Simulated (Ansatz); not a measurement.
# CuO: the cost of one run

Computed with Ansatz 0.2.0 (DFT PBE, scalar-relativistic, plane waves, PAW, unless a step's input says otherwise).

2 further runs of the same task are left out: 2 set aside as unsound or not needed.

### 1 Starting point

Symmetry: Cccm, No. 66, orthorhombic system. The conventional cell has a = 4.164 Å, b = 4.175 Å, c = 5.152 Å, α = 90.00°, β = 90.00°, γ = 90.00°. Around Cu (site symmetry 2/m) lie 4 O at 1.96 Å. Around O (site symmetry 222) lie 4 Cu at 1.96 Å.

Coordinates:

```xyz
4
Lattice="2.9485 -0.0161 -0.0040 0.0239 2.9485 -0.0040 0.0106 0.0105 5.1515" Properties=species:S:1:pos:R:3 pbc="T T T"
Cu    1.4795   -0.0028    2.5738
Cu    0.0119    1.4742   -0.0020
O     0.0272    2.9504    1.2839
O     2.9557   -0.0075    3.8596
```

It goes back to an entry of the Materials Project, which need not be the stable form.

It is the result of an earlier relaxation at this level (volume 11.20 Å³/atom; gap on the mesh: none (metal)).

### 2 Bulk reference on the slab's mesh

input.yaml reads:

```yaml
crystal:
  lattice:
    - [2.9485754517, 0.0, 0.0]
    - [0.0035492639, 5.1515688825, 0.0]
    - [-0.0077792291, -0.001985068, 2.9485207938]
  atoms:
    - { symbol: Cu, position: [0.0, 0.5, 0.5] }
    - { symbol: Cu, position: [0.5, 0.0, 0.0] }
    - { symbol: O, position: [0.0002488711, 0.7499999589, 0.0002439136] }
    - { symbol: O, position: [0.9997511289, 0.2500000411, 0.9997560864] }
basis:
  ecutwfc: 420
kpoints:
  mp_grid: { grid: [12, 7, 12] }
hamiltonian:
  xc: pbe
scf:
  occupations: { method: gaussian, width: 0.1 }
output:
  forces: true
  stress: true
  eigenvalues: true
```

On the command line:

```console
ansatz run input.yaml --threads 2 --pin off --max-ram 5120MiB --backend cpu --events-out ev --progress --plain --runs-dir out
```

**Question.** How long does this run take on 2 threads of Intel Xeon at 2.50GHz (Skylake/Cascade Lake), shared host, and how much memory does it need?

About 46 s, with a peak of 0.73 GiB.
